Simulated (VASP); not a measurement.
Crystal: TiC.

```
Ti C
1.0
     0.00000    2.16572    2.16572
     2.16572    0.00000    2.16572
     2.16572    2.16572    0.00000
Ti C
1 1
Direct
  0.00000 0.00000 0.00000
  0.50000 0.50000 0.50000
```

The cell is a database's computed one.

* Program: VASP 6.6.1
* Task: relaxation of cell and atoms
* Functional: revPBE
* Dispersion: D3(BJ)
* Potentials or basis: VASP PAW PBE potentials, release 64 (Ti_pv, C)
* Cutoff: 600 eV
* k mesh: 11 × 11 × 11
* Occupations: tetrahedron
* Spin: no spin polarisation

At the start: pressure -10.1 GPa; volume 10.16 Å³/atom.

**Question.** Where does the relaxation end?

**Answer.** Over 4 steps the energy falls by 12.6 meV/atom and the volume is 9.76 Å³/atom (-4.0 %); space group Fm-3m (No. 225, to 0.05 Å).

The path:
| step | energy change (eV) | largest force (eV/Å) | pressure (GPa) | volume (Å³) |
| --- | --- | --- | --- | --- |
| 1 | 0.0000 | 0.0000 | -10.11 | 20.32 |
| 2 | -0.0143 | 0.0000 | -6.85 | 20.04 |
| 3 | -0.0251 | 0.0000 | 0.28 | 19.49 |
| 4 | -0.0252 | 0.0000 | -0.01 | 19.51 |

Final structure:
```yaml
crystal:
  lattice:
    - [0.00000, 2.13675, 2.13675]
    - [2.13675, 0.00000, 2.13675]
    - [2.13675, 2.13675, 0.00000]
  atoms:
    - { symbol: Ti, position: [0.00000, 0.00000, 0.00000] }
    - { symbol: C, position: [0.50000, 0.50000, 0.50000] }
```

Caveat: the PAW data sets were made with another functional, which shifts forces and pressure a little; pairwise dispersion overbinds metals, which lowers pressure and volume; tetrahedron occupations give inexact forces and stress in metals.
